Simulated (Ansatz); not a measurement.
Crystal: AlAu.

```
Au Al
1.0
     3.22394    0.00000    0.00000
     0.00000    3.22394    0.00000
     0.00000    0.00000    3.22394
Au Al
1 1
Direct
  0.50000 0.50000 0.50000
  0.00000 0.00000 0.00000
```

The cell comes from a database or a generator and needn't be the stable form of this composition.

Base run:

| Quantity | Value |
| --- | --- |
| Program | Ansatz 0.2.0 |
| Functional | PBEsol |
| Potentials or basis | all-electron LAPW, scalar-relativistic |
| Cutoff | 207 eV (chosen from the basis error) |
| Basis error allowed | 0.001 eV/atom |
| k mesh | 6 × 6 × 6 |
| Occupations | fermi-dirac, width 0.05 eV |
| Spin | no spin polarisation |

Its results: pressure -5.2 GPa.

Task: The run is repeated on the same cell with these changes: potentials or basis from all-electron LAPW, scalar-relativistic to all-electron LAPW, relativistic spinors; spin from no spin polarisation to spin-orbit coupling, no magnetisation. What comes out?

Result: Pressure -6.2 GPa.

Caveats: the k mesh is thin for a metal, which can move the energy by tens of meV per atom.
